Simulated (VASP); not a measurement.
# HgSe (F-43m) in VASP: further runs

Aim: see how the results for HgSe move with the level of theory and the settings. Levels: vdW-DF2, optB86b-vdW. Tasks: relaxation of cell and atoms.

All numbers are computed with VASP 6.6.1; they aren't measurements. Logs are shortened: lines on timing, memory, paths and dates and some standing lists are left out, and cuts for length are marked.

### 1 Starting point

It takes space group F-43m (No. 216, cubic). The conventional cell has a = 6.078 Å, b = 6.078 Å, c = 6.078 Å, α = 90.00°, β = 90.00°, γ = 90.00°. Around Hg (site symmetry -43m) lie 4 Se at 2.63 Å. Se (site symmetry -43m) is surrounded by 4 Hg at 2.63 Å.

### 2 Relaxation of cell and atoms, vdW-DF2

The input, INCAR:

```
AGGAC    = 0.0          
ALGO     = Normal         # electronic algorithm
EDIFF    = 1E-6           # SCF threshold, eV
EDIFFG   = -0.01          # ionic threshold
ENCUT    = 600            # plane-wave cutoff, eV
GGA      = ML             # functional
IBRION   = 2              # ionic algorithm
ISIF     = 3              # what is computed and relaxed
ISMEAR   = -1             # smearing method
LASPH    = T              # aspherical terms in the spheres
LCHARG   = F              # write CHGCAR
LREAL    = F              # projectors in reciprocal space
LUSE_VDW = T            
LWAVE    = F              # write WAVECAR
NELM     = 80             # most SCF steps
NSW      = 40             # ionic steps
PREC     = Accurate       # precision mode
SIGMA    = 0.05           # smearing width, eV
ZAB_VDW  = -1.8867
```

The input, KPOINTS:

```
k-points
0
Gamma
  8 8 8
```

The input, POSCAR:

```
HgSe
1.0
    0.0000000000      3.0390000000      3.0390000000
    3.0390000000      0.0000000000      3.0390000000
    3.0390000000      3.0390000000      0.0000000000
Hg Se
1 1
Direct
    0.0000000000      0.0000000000      0.0000000000
    0.7500000000      0.7500000000      0.7500000000
```

Potentials or basis: VASP PAW PBE potentials, release 64 (Hg, Se).

The run is started by

```
> cat potpaw_PBE.64/Hg/POTCAR potpaw_PBE.64/Se/POTCAR > POTCAR
> mpirun -np 1 vasp_std > vasp.out
```

OUTCAR:

```text
EDIFF = 1E-6
   EDIFFG = -0.01
   ENCUT = 600
   GGA = ML
   IBRION = 2
   ISIF = 3
   ISMEAR = -1
   LASPH = T
   LREAL = F
   NELM = 80
   NSW = 40
   PREC = Accurate

 ion  position               nearest neighbor table
   1  0.000  0.000  0.000-   2 2.63   2 2.63   2 2.63   2 2.63
   2  0.750  0.750  0.750-   1 2.63   1 2.63   1 2.63   1 2.63

  LATTYP: Found a face centered cubic cell.
 ALAT       =     6.0780000000

  Lattice vectors:

 A1 = (   0.0000000000,   3.0390000000,   3.0390000000)
 A2 = (   3.0390000000,   0.0000000000,   3.0390000000)
 A3 = (   3.0390000000,   3.0390000000,   0.0000000000)

Analysis of symmetry for initial positions (statically):
=====================================================================
 Subroutine PRICEL returns:
 Original cell was already a primitive cell.

 Routine SETGRP: Setting up the symmetry group for a
 face centered cubic supercell.

 Subroutine GETGRP returns: Found 24 space group operations
 (whereof 24 operations were pure point group operations)
 out of a pool of 48 trial point group operations.

The static configuration has the point symmetry T_d .

Analysis of symmetry for dynamics (positions and initial velocities):
=====================================================================
 Subroutine PRICEL returns:
 Original cell was already a primitive cell.

 Routine SETGRP: Setting up the symmetry group for a
 face centered cubic supercell.

 Subroutine GETGRP returns: Found 24 space group operations
 (whereof 24 operations were pure point group operations)
 out of a pool of 48 trial point group operations.

The dynamic configuration has the point symmetry T_d .

 Subroutine INISYM returns: Found 24 space group operations
 (whereof 24 operations are pure point group operations),
 and found     1 'primitive' translations

----------------------------------------------------------------------------------------

                                     Primitive cell

  volume of cell :      56.1335

  direct lattice vectors                    reciprocal lattice vectors
     0.000000000  3.039000000  3.039000000    -0.164527805  0.164527805  0.164527805
     3.039000000  0.000000000  3.039000000     0.164527805 -0.164527805  0.164527805
     3.039000000  3.039000000  0.000000000     0.164527805  0.164527805 -0.164527805

  length of vectors
     4.297795016  4.297795016  4.297795016     0.284970518  0.284970518  0.284970518

  position of ions in fractional coordinates (direct lattice)
     0.000000000  0.000000000  0.000000000
     0.750000000  0.750000000  0.750000000

  ion indices of the primitive-cell ions
   primitive index   ion index
                 1           1
                 2           2

----------------------------------------------------------------------------------------

 KPOINTS: k-points

Automatic generation of k-mesh.
 Grid dimensions read from file:
 generate k-points for:    8    8    8

 Generating k-lattice:

  Cartesian coordinates                     Fractional coordinates (reciprocal lattice)
    -0.020565976  0.020565976  0.020565976     0.125000000  0.000000000  0.000000000
     0.020565976 -0.020565976  0.020565976     0.000000000  0.125000000  0.000000000
     0.020565976  0.020565976 -0.020565976     0.000000000  0.000000000  0.125000000

  Length of vectors
     0.035621315  0.035621315  0.035621315

  Shift w.r.t. Gamma in fractional coordinates (k-lattice)
     0.000000000  0.000000000  0.000000000

 Subroutine IBZKPT returns following result:
 ===========================================

 Found     29 irreducible k-points:

 Following reciprocal coordinates:
            Coordinates               Weight
  0.000000  0.000000  0.000000      1.000000
  0.125000  0.000000  0.000000      8.000000
  0.250000  0.000000  0.000000      8.000000
  0.375000  0.000000  0.000000      8.000000
  0.500000  0.000000  0.000000      4.000000
  0.125000  0.125000  0.000000      6.000000
[... 16 lines left out ...]
  0.500000  0.250000  0.125000     48.000000
 -0.375000  0.250000  0.125000     24.000000
 [... further k-points ...]
   k-points           NKPTS =     29   k-points in BZ     NKDIM =     29   number of bands    NBANDS=     13
   number of dos      NEDOS =    301   number of ions     NIONS =      2
   total plane-waves  NPLWV =  46656
   dimension x,y,z NGX =    36 NGY =   36 NGZ =   36
   dimension x,y,z NGXF=    72 NGYF=   72 NGZF=   72
   ions per type =               1   1
   NGX,Y,Z   is equivalent  to a cutoff of  13.93, 13.93, 13.93 a.u.
   NGXF,Y,Z  is equivalent  to a cutoff of  27.85, 27.85, 27.85 a.u.
 SYSTEM =  unknown system
   PREC   = accura    normal or accurate (medium, high low for compatibility)
   ISTART =      0    job   : 0-new  1-cont  2-samecut
   ICHARG =      2    charge: 1-file 2-atom 10-const
   ISPIN  =      1    spin polarized calculation?
   LNONCOLLINEAR =      F non collinear calculations
   LSORBIT =      F    spin-orbit coupling
   LASPH  =      T    aspherical Exc in radial PAW
   ENCUT  =  600.0 eV  44.10 Ry    6.64 a.u.   8.58  8.58  8.58*2*pi/ulx,y,z
   NELM   =     80;   NELMIN=  2; NELMDL= -5     # of ELM steps
   EDIFF  = 0.1E-05   stopping-criterion for ELM
   LREAL  =      F    real-space projection
   EDIFFG = -.1E-01   stopping-criterion for IOM
   NSW    =     40    number of steps for IOM
   IBRION =      2    ionic relax: 0-MD 1-quasi-New 2-CG
   NFREE  =      1    steps in history (QN), initial steepest desc. (CG)
   ISIF   =      3    stress and relaxation
   ISYM   =      2    0-nonsym 1-usesym 2-fastsym
   POTIM  = 0.5000    time-step for ionic-motion
   TEBEG  =    0.0;   TEEND  =   0.0 temperature during run
   PSTRESS=    0.0 pullay stress
   NELECT =      18.0000    total number of electrons
   NUPDOWN=      -1.0000    fix difference up-down
   EMIN   =  10.00;   EMAX   =-10.00  energy-range for DOS
   EFERMI =   0.00;   METHOD = LEGACY
   ISMEAR =    -1;   SIGMA  =   0.05  broadening in eV -4-tet -1-fermi 0-gaus
   EFERMI_NEDOS =   21; number of points for ismear=-14 and -15
   IALGO  =     38    algorithm
   IMIX   =      4    mixing-type and parameters
     AMIX     =   0.40;   BMIX     =  1.00
     AMIX_MAG =   1.60;   BMIX_MAG =  1.00
  volume/ion in A,a.u.               =      28.07       189.40
  Fermi-wavevector in a.u.,A,eV,Ry     =   1.120534  2.117502 17.083421  1.255596
  Thomas-Fermi vector in A             =   2.257181
   LORBIT       =      0    0 simple, 1 ext, 2 COOP (PROOUT), +10 PAW based schemes
   GGA     = ML    functional components
   LHFCALC =     F    Hartree Fock is set to
   AEXX    =    0.0000 exact exchange contribution
   IVDW_NL    =     1    kernel type
   BPARAM     = 6.3000
   IVDW    =     0    specifies the selected vdW correction
   LEPSILON=     F    determine dielectric tensor
   LRPA    =     F    only Hartree local field effects (RPA)
 conjugate gradient relaxation of ions
 non-spin polarized calculation
  energy-cutoff  :      600.00
  volume of cell :       56.13
 maximum number of plane-waves:      1895
 NGX is ok and might be reduce to    36
   NGX = 17   NGY = 17   NGZ = 17

--------------------------------------- Ionic step        1  -------------------------------------------

 number of electron      17.9999998 magnetization

 Free energy of the ion-electron system (eV)
  ---------------------------------------------------
  ext. energy  EPLUGINS =         0.00000000
  ---------------------------------------------------
  free energy    TOTEN  =         0.96652791 eV

  energy without entropy =        0.96713619  energy(sigma->0) =        0.96683205

------------------------ aborting loop because EDIFF is reached ----------------------------------------

  FORCE on cell =-STRESS in cart. coord.  units (eV):
  Direction    XX          YY          ZZ          XY          YZ          ZX
  --------------------------------------------------------------------------------------
  -------------------------------------------------------------------------------------
  Total        3.7181262      3.7181262      3.7181262      0.0000000      0.0000000      0.0000000
  in kB      106.1237558    106.1237558    106.1237558      0.0000000      0.0000000      0.0000000
  external PRESSURE =     106.1237558 kB  Pullay stress =       0.0000000 kB

 VOLUME and BASIS-vectors are now :
 -----------------------------------------------------------------------------
  energy-cutoff  :      600.00
  volume of cell :       56.13
      direct lattice vectors                 reciprocal lattice vectors
     0.000000000  3.039000000  3.039000000    -0.164527805  0.164527805  0.164527805
     3.039000000  0.000000000  3.039000000     0.164527805 -0.164527805  0.164527805
     3.039000000  3.039000000  0.000000000     0.164527805  0.164527805 -0.164527805
[... 8 lines left out ...]
  FREE ENERGIE OF THE ION-ELECTRON SYSTEM (eV)
  ---------------------------------------------------
  free  energy   TOTEN  =         0.9665279087 eV

  energy  without entropy=        0.9671361938  energy(sigma->0) =        0.96683205

Total vdW correction in eV:      2.9686735

--------------------------------------- Ionic step        2  -------------------------------------------

 number of electron      17.9999998 magnetization

 E-fermi :  -0.2976     XC(G=0):  -8.1215

 val. band max:       -0.3853325532   @ k =   0.0000   0.0000   0.0000
 cond. band min:      -0.0337959259   @ k =   0.1250   0.0000   0.0000
 fundamental gap:      0.3515366273
 Fermi energy:        -0.2976467398

 k-point     1 :       0.0000    0.0000    0.0000
  band No.  band energies     occupation
      1     -12.5306      2.00000
      2      -6.3589      2.00000
      3      -6.3589      2.00000
      4      -6.3589      2.00000
      5      -5.9860      2.00000
      6      -5.9860      2.00000
      7      -1.8432      2.00000
      8      -0.3853      1.70484
      9      -0.3853      1.70484
     10      -0.3853      1.70484
     11       5.2365      0.00000
     12       5.2365      0.00000
     13       5.2365      0.00000

 k-point     2 :       0.1250    0.0000    0.0000
  band No.  band energies     occupation
      1     -12.4967      2.00000
      2      -6.3423      2.00000
      3      -6.3423      2.00000
      4      -6.3294      2.00000
      5      -5.9869      2.00000
      6      -5.9869      2.00000
      7      -2.3305      2.00000
      8      -0.4760      1.94509
      9      -0.4760      1.94509
     10      -0.0338      0.01016
     11       4.7760      0.00000
[... 421 lines left out ...]
  FREE ENERGIE OF THE ION-ELECTRON SYSTEM (eV)
  ---------------------------------------------------
  free  energy   TOTEN  =         0.6361726516 eV

  energy  without entropy=        0.6369601440  energy(sigma->0) =        0.63656640

Total vdW correction in eV:      3.1831609

--------------------------------------- Ionic step        4  -------------------------------------------

 number of electron      18.0000003 magnetization

 Free energy of the ion-electron system (eV)
  ---------------------------------------------------
  ext. energy  EPLUGINS =         0.00000000
  ---------------------------------------------------
  free energy    TOTEN  =         0.63611907 eV

  energy without entropy =        0.63691084  energy(sigma->0) =        0.63651495

 E-fermi :   0.1535     XC(G=0):  -8.3402

 val. band max:        0.0733465190   @ k =   0.0000   0.0000   0.0000
 cond. band min:       0.4643763568   @ k =   0.1250   0.0000   0.0000
 fundamental gap:      0.3910298379
 Fermi energy:         0.1534551782

 k-point     1 :       0.0000    0.0000    0.0000
  band No.  band energies     occupation
      1     -12.3420      2.00000
      2      -6.1262      2.00000
      3      -6.1262      2.00000
      4      -6.1262      2.00000
      5      -5.6842      2.00000
      6      -5.6842      2.00000
      7      -1.3220      2.00000
      8       0.0733      1.66464
      9       0.0733      1.66464
     10       0.0733      1.66464
     11       5.6908      0.00000
     12       5.6908      0.00000
     13       5.6908      0.00000

 k-point     2 :       0.1250    0.0000    0.0000
  band No.  band energies     occupation
      1     -12.3018      2.00000
      2      -6.1068      2.00000
      3      -6.1068      2.00000
      4      -6.0961      2.00000
      5      -5.6853      2.00000
      6      -5.6853      2.00000
      7      -1.8773      2.00000
      8      -0.0304      1.95066
      9      -0.0304      1.95066
     10       0.4644      0.00398
     11       5.2436      0.00000
[... 376 lines left out ...]
 POSITION                                       TOTAL-FORCE (eV/Angst)
 -----------------------------------------------------------------------------------
      0.00000      0.00000      0.00000         0.000000      0.000000      0.000000
      4.86706      4.86706      4.86706        -0.000000     -0.000000     -0.000000
 -----------------------------------------------------------------------------------
    total drift:                                0.000000      0.000000      0.000000

  FREE ENERGIE OF THE ION-ELECTRON SYSTEM (eV)
  ---------------------------------------------------
  free  energy   TOTEN  =         0.6361190665 eV

  energy  without entropy=        0.6369108400  energy(sigma->0) =        0.63651495

Total vdW correction in eV:      3.1870899

 reached required accuracy - stopping structural energy minimisation
```

Wall time 5.6 min (1 thread of Intel Xeon Platinum 8259CL at 2.50GHz (Skylake/Cascade Lake), shared host); peak memory 0.48 GiB.

What came out:

* Free energy: 0.6361 eV
* Relaxed volume: 34.16 Å³/atom
* Relaxed cell: a = 4.589 Å, b = 4.589 Å, c = 4.589 Å, α = 60.00°, β = 60.00°, γ = 60.00°
* Space group after relaxing (to 0.05 Å): F-43m (No. 216)
* Energy gained by relaxing: 165.2 meV/atom
* Ionic steps: 4
* Pressure after relaxing: 0.0 GPa
* Band gap on the k mesh: none (metal or under the smearing width)

The path:
| step | energy change (eV) | largest force (eV/Å) | pressure (GPa) | volume (Å³) |
| --- | --- | --- | --- | --- |
| 1 | 0.0000 | 0.0000 | 10.61 | 56.13 |
| 2 | -0.3049 | 0.0000 | -1.75 | 72.63 |
| 3 | -0.3304 | 0.0000 | 0.10 | 68.07 |
| 4 | -0.3304 | 0.0000 | -0.02 | 68.32 |

Final structure:
```xyz
2
Lattice="0.0000 3.2447 3.2447 3.2447 0.0000 3.2447 3.2447 3.2447 0.0000" Properties=species:S:1:pos:R:3 pbc="T T T"
Hg    0.0000    0.0000    0.0000
Se    4.8671    4.8671    4.8671
```

Caveat: the volume moved by over 15 % at a fixed basis, so the end points are rough; the PAW data sets were made with another functional, which shifts forces and pressure a little; the volume moved by +22 % from the deposited cell, more than functionals usually miss.

### 3 Relaxation of cell and atoms, optB86b-vdW

The input, INCAR:

```
AGGAC = 0.0
ALGO = Normal
EDIFF = 1E-6
EDIFFG = -0.02
ENCUT = 600
GGA = MK
IBRION = 2
ISIF = 3
ISMEAR = -1
LASPH = True
LCHARG = False
LREAL = False
LUSE_VDW = True
LWAVE = False
NELM = 80
NSW = 60
PARAM1 = 0.1234
PARAM2 = 1.0
PREC = Accurate
SIGMA = 0.05
```

KPOINTS is that of step 2.

POSCAR is that of step 2.

Potentials or basis: VASP PAW PBE potentials, release 64 (Hg, Se).

The run is started by

```
> cat potpaw_PBE.64/Hg/POTCAR potpaw_PBE.64/Se/POTCAR > POTCAR
> mpirun -np 1 vasp_std > vasp.out
```

It took 4.1 min on 1 thread of Intel Xeon Platinum 8259CL at 2.50GHz (Skylake/Cascade Lake), shared host; peak memory 0.47 GiB.

Results (log left out):

| Property | Result |
| --- | --- |
| Free energy | 0.2008 eV |
| Relaxed volume | 29.95 Å³/atom |
| Relaxed cell | a = 4.392 Å, b = 4.392 Å, c = 4.392 Å, α = 60.00°, β = 60.00°, γ = 60.00° |
| Space group after relaxing (to 0.05 Å) | F-43m (No. 216) |
| Energy gained by relaxing | 20.0 meV/atom |
| Ionic steps | 3 |
| Pressure after relaxing | 0.0 GPa |
| Band gap on the k mesh | none (metal or under the smearing width) |

The path:
```csv
step,energy change (eV),largest force (eV/Å),pressure (GPa),volume (Å³)
1,0.0000,0.0000,3.65,56.13
2,-0.0342,0.0000,-1.15,61.49
3,-0.0401,0.0000,0.01,59.89
```

Final structure:
```
Hg Se
1.0
     0.00000    3.10535    3.10535
     3.10535    0.00000    3.10535
     3.10535    3.10535    0.00000
Hg Se
1 1
Cartesian
  0.0000 0.0000 0.0000
  4.6580 4.6580 4.6580
```

Levels at points of the mesh, in eV from the Fermi level:
```
           k point  band 7  band 8  band 9  band 10  band 11  band 12
(0.00, 0.00, 0.00)   -1.18   -0.06   -0.06    -0.06     5.46     5.46
(0.50, 0.00, 0.00)   -5.18   -0.92   -0.92     0.97     6.16     6.16
(0.50, 0.50, 0.00)   -4.87   -2.11   -2.11     2.59     2.99     8.17
```

Caveat: the PAW data sets were made with another functional, which shifts forces and pressure a little. The run has no spin-orbit coupling, so splittings on Hg are missing.
